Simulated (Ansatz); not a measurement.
CoO in Ansatz: convergence with k mesh

Input of the first run (k mesh 3 × 3 × 3); the others differ in this setting and in those tied to it:

File input.yaml:

```yaml
crystal:
  lattice:
    - [0.0, 2.1315, 2.1315]
    - [2.1315, 0.0, 2.1315]
    - [2.1315, 2.1315, 0.0]
  atoms:
    - { symbol: Co, position: [0.0, 0.0, 0.0], spin: 2.0 }
    - { symbol: O, position: [0.5, 0.5, 0.5] }
hamiltonian:
  xc: pbe
  pseudopotentials: { kind: paw }
magnetization:
  spin_polarized: true
kpoints:
  mp_grid: { grid: [3, 3, 3] }
scf:
  occupations: { method: cold, width: 0.05 }
output:
  forces: true
  stress: true
  eigenvalues: true
```

Potentials or basis: Ansatz PAW.

The run is started by

```sh
$ ansatz run input.yaml --threads 2 --pin off --max-ram 5632MiB --backend cpu --events-out ev --progress --plain --runs-dir out
```

Hardware: 2 threads of Arm Neoverse V2, with other jobs on the host.

```tsv
k mesh	energy less the tightest run, at zero smearing (meV/atom)	pressure (GPa)	absolute moment (μB)	SCF cycles	CPU time (s)	peak memory (GiB)
3 × 3 × 3	27.03	-1.37	3.03	14	1.3	0.27
4 × 4 × 4	-1.76	-7.31	2.38	13	1.5	0.27
5 × 5 × 5	5.88	0.61	3.02	39	15	0.33
6 × 6 × 6	-1.84	-3.94	2.75	17	2.3	0.27
8 × 8 × 8	0.33	-2.53	2.90	16	2.9	0.28
10 × 10 × 10	-0.05	-1.93	2.96	14	3.9	0.29
12 × 12 × 12	0.17	-1.72	2.99	15	5.5	0.31
15 × 15 × 15	-0.02	-1.73	2.99	15	8.5	0.34
18 × 18 × 18	0.00	-1.62	3.00	16	13	0.39
```

Against the tightest run, the energy stays within 1 meV/atom from 8 × 8 × 8 on; the absolute moment stays within 0.02 μB from 12 × 12 × 12 on. Not settled before the last step: the pressure (to 0.1 GPa). Meshes of other sizes hit other points, so gaps and Fermi surfaces needn't settle smoothly. The tightest run that finished is the yardstick and may itself not be fully converged.

Caveat, for the tightest run too: the pressure holds a Pulay correction of +0.7 GPa for the finite cutoff; a cell with one magnetic atom can't hold antiferromagnetic order, which such compounds often take; semilocal functionals often make such compounds metallic where correlation or magnetic order opens a gap, which also shifts bond lengths.
